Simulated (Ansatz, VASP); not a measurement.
# MgO: VASP beside Ansatz

```xyz
2
Lattice="0.0000 2.2883 2.2883 2.2883 0.0000 2.2883 2.2883 2.2883 0.0000" Properties=species:S:1:pos:R:3 pbc="T T T"
Mg    0.0000    0.0000    0.0000
O     2.2883    2.2883    2.2883
```

Alike in both runs: task single point; functional PBE; k mesh 8 × 8 × 8; occupations gaussian, width 0.02 eV; no spin polarisation.

|  | VASP | Ansatz |
| --- | --- | --- |
| version | VASP 6.6.1 | Ansatz 0.2.0 |
| potentials or method | VASP PAW PBE potentials, release 64 (Mg, O) | scalar-relativistic, plane waves, PAW |
| plane-wave cutoff (eV) | 520 | 420 |
| valence electrons in the cell | 8 | 16 |

Ansatz gave:

- gap on the k mesh at the Fermi level (eV): 2.68
- least direct gap on the mesh (eV): 2.68
- pressure (GPa): -20.9

What did VASP give for the same quantities?

gap on the k mesh at the Fermi level (eV): 2.66; least direct gap on the mesh (eV): 2.66; pressure (GPa): -21.5.

The two sets of potentials don't hold the same shells in valence.

Caveats: so large a pressure means that the cell lies far from this level's equilibrium, or that cutoff or potentials fall short (VASP).
